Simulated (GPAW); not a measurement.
Set up this calculation in GPAW 26.7.0, as an ASE script.

```yaml
Task: single point
Functional: PBEsol
Potentials_or_basis: PAW data sets generated in the run's folder for this functional
Cutoff: 600 eV
Basis: pw
k_mesh: 7 × 7 × 7
Occupations: fermi-dirac, width 0.05 eV
Spin: no spin polarisation
Maxiter: 150
```

Crystal: Sn.

```
CELL_PARAMETERS angstrom
0.00000 3.23334 3.23334
3.23334 0.00000 3.23334
3.23334 3.23334 0.00000
ATOMIC_POSITIONS crystal
Sn 0.75000 0.75000 0.75000
Sn 0.50000 0.50000 0.50000
```

This isn't the form of Sn at room conditions, which is tetragonal (white tin).

The input as run:

run.py

```python
from ase import Atoms
from ase.dft.bandgap import bandgap
from ase.io import write
from ase.units import GPa
from gpaw import GPAW, PW, setup_paths

setup_paths.insert(0, '.')

atoms = Atoms(['Sn', 'Sn'],
              cell=[[0.0, 3.2333428, 3.2333428],
                    [3.2333428, 0.0, 3.2333428],
                    [3.2333428, 3.2333428, 0.0]],
              scaled_positions=[[0.75, 0.75, 0.75],
                                [0.5, 0.5, 0.5]],
              pbc=True)

calc = GPAW(mode=PW(600),
            xc='PBEsol',
            kpts={'size': (7, 7, 7), 'gamma': True},
            occupations={'name': 'fermi-dirac', 'width': 0.05},
            nbands=24,
            convergence={'density': 1e-05, 'energy': 1e-05},
            maxiter=150,
            txt='gpaw.txt')
atoms.calc = calc
energy = atoms.get_potential_energy()
forces = atoms.get_forces()
stress = atoms.get_stress()
calc.write('gs.gpw')
write('result.traj', atoms)
print(f'Energy: {energy:.6f} eV')
print('Forces (eV/A):')
print(forces.round(4))
print('Stress (GPa):', (stress / GPa).round(3))
print('Fermi level:', round(calc.get_fermi_level(), 4), 'eV')
print(f'Gap: {bandgap(calc)[0]:.4f} eV, direct: {bandgap(calc, direct=True)[0]:.4f} eV')
```

Potentials or basis: PAW data sets generated in the run's folder for this functional, pw.

The run is started by

```sh
$ gpaw-setup -f PBEsol Sn
$ OMP_NUM_THREADS=1 python run.py
```

It gave:

```
Pressure               : 1.3 GPa
Band gap on the k mesh : none (metal or under the smearing width)
```

Run time: 19 s on 1 thread of Arm Neoverse V2, on a shared host, peak memory 0.17 GiB.
